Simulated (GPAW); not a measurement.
### CdS (Hawleyite): one start, several treatments of the self-energy

The structure is cubic, space group F-43m (No. 216). Conventional cell: a = 5.833 Å, b = 5.833 Å, c = 5.833 Å, α = 90.00°, β = 90.00°, γ = 90.00°. Nearest to Cd lie 4 S at 2.53 Å. Nearest to S lie 4 Cd at 2.53 Å. Farther neighbours and most contacts between anions are not listed.

| Property | Result |
| --- | --- |
| method | DFT, LDA, plane waves, PAW (and 1 further level or step) |
| program | GPAW 26.7.0 |
| settings of one run | cutoff 450 eV, GPAW PAW setups 1.2.1 data release, 6×6×6 k-mesh, nbands 216 |
| cost | 3 runs, 11 min in all on 4 MPI ranks of Arm Neoverse V1, shared host (the runs of this entry) |
| notes | The cell and positions come from the Crystallography Open Database and are kept as given unless a step says otherwise. Limits: no spin-orbit coupling. Bands and cutoff are finite, so the gap is not at the basis limit. The miss can reach some tenths of an eV and take either sign; the mesh is an error of its own. |
| G0W0, Godby-Needs plasmon pole | 1.904 eV |
| G0W0 with rALDA vertex | 1.970 eV |
| known limits | not at the basis limit; no spin-orbit coupling |

G0W0 with rALDA vertex: +0.067 eV against G0W0, Godby-Needs plasmon pole, at other bands or cutoff, so not like for like. With the rALDA kernel as a vertex the gap is 1.80 eV (in the polarisability), 2.08 eV (in the self-energy) and 1.99 eV (in both), against 1.90 eV without.

[Runs of the session that timed out or met a known fault of the program may be left out.]

[Hosts, paths, dates, database ids (printed as entryN), source tags and the programs' standing remarks are cut or masked in the printed files.]
